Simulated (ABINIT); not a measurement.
Crystal: MoP.

```xyz
2
Lattice="3.2230 0.0000 0.0000 -1.6115 2.7912 0.0000 0.0000 0.0000 3.1910" Properties=species:S:1:pos:R:3 pbc="T T T"
Mo    0.0000    0.0000    0.0000
P     0.0000    1.8608    1.5955
```

```yaml
Program: ABINIT 10.8.3 (patched build)
Task: single point
Functional: PBE
Potentials_or_basis: JTH PAW PBE v2.0
Cutoff: 544 eV
k_mesh: 10 × 10 × 8
Occupations: fermi-dirac, width 0.05 eV
Spin: no spin polarisation
```

On this cell: pressure 2.8 GPa; largest force under 0.003 eV/Å; band gap on the k mesh none (metal or under the smearing width).

The same run follows on a disturbed copy (atoms moved at random, drawn with an rms of 0.05 Å):

```
CELL_PARAMETERS angstrom
3.22300 0.00000 0.00000
-1.61150 2.79120 0.00000
0.00000 0.00000 3.19100
ATOMIC_POSITIONS crystal
Mo 0.99571 0.00610 0.00142
P 0.32258 0.67395 0.49012
```

Task: What does the disturbed cell give?

Result: The energy (extrapolated to zero smearing) moves by +6.5 meV/atom; pressure 3.0 GPa; largest force 0.605 eV/Å; band gap on the k mesh none (metal or under the smearing width).

Forces on the atoms (eV/Å):
```
Mo  -0.331  0.052 -0.504
P    0.331 -0.052  0.504
```

Stress tensor (GPa, compression positive):
```
 3.33 -0.97  0.22
-0.97  3.06 -0.04
 0.22 -0.04  2.69
```
